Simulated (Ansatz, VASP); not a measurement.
# Two plane-wave programs on Mg

```
Mg
1.0
     3.04445    0.00000    0.00000
    -1.52222    2.63657    0.00000
     0.00000    0.00000    4.93588
Mg
2
Direct
  0.33333 0.66667 0.25000
  0.66667 0.33333 0.75000
```

Alike in both runs: task relaxation of shape and atoms at fixed volume; functional PBEsol; k mesh 16 × 16 × 10; occupations gaussian, width 0.05 eV; no spin polarisation.

|  | VASP | Ansatz |
| --- | --- | --- |
| version | VASP 6.6.1 | Ansatz 0.2.0 |
| potentials or method | VASP PAW PBE potentials, release 64 (Mg) | scalar-relativistic, plane waves, PAW |
| plane-wave cutoff (eV) | 600 | 420 |
| valence electrons in the cell | 4 | 20 |

```csv
,VASP,Ansatz,Ansatz less VASP
"gap on the k mesh at the Fermi level, each at its own relaxed structure (eV)",none,none,-
relaxed volume (Å³/atom),19.81,19.81,0.000
relaxed cell length with the largest relative difference (Å),4.923,4.931,+0.0081
```

A gap of «none» marks a metal or a gap that the smearing closes. The two sets of potentials don't hold the same shells in valence.

Caveats: the PAW data sets were made with another functional, which shifts forces and pressure a little (VASP).
